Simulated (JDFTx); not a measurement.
## CaF2 (Fluorite): equation of state with PBEsol

The system is CaF2 (Fluorite).

```
Ca F
1.0
     0.00000    2.73100    2.73100
     2.73100    0.00000    2.73100
     2.73100    2.73100    0.00000
Ca F
1 2
Direct
  0.00000 0.00000 0.00000
  0.75000 0.75000 0.75000
  0.25000 0.25000 0.25000
```

```yaml
Program: JDFTx 1.7.0 (patched build)
Task: equation of state
Functional: PBEsol
Potentials_or_basis: PseudoDojo-SR-PBEsol-0.4.1-standard with smoothed tails
Cutoff: 1143 eV
Density_cutoff: 9143 eV
k_mesh: 8 × 8 × 8
Occupations: fermi-dirac, width 0.05 eV
Spin: no spin polarisation
```

The equilibrium volume is 13.23 Å³/atom and the bulk modulus is 87 GPa. The pressure derivative of the bulk modulus is 4.5.

Energy against volume, from the lowest point:
```tsv
volume (Å³/atom)	energy (meV/atom)
12.764	4.65
13.036	0.69
13.308	0.00
13.579	2.24
13.851	7.10
14.122	14.30
14.394	23.57
```
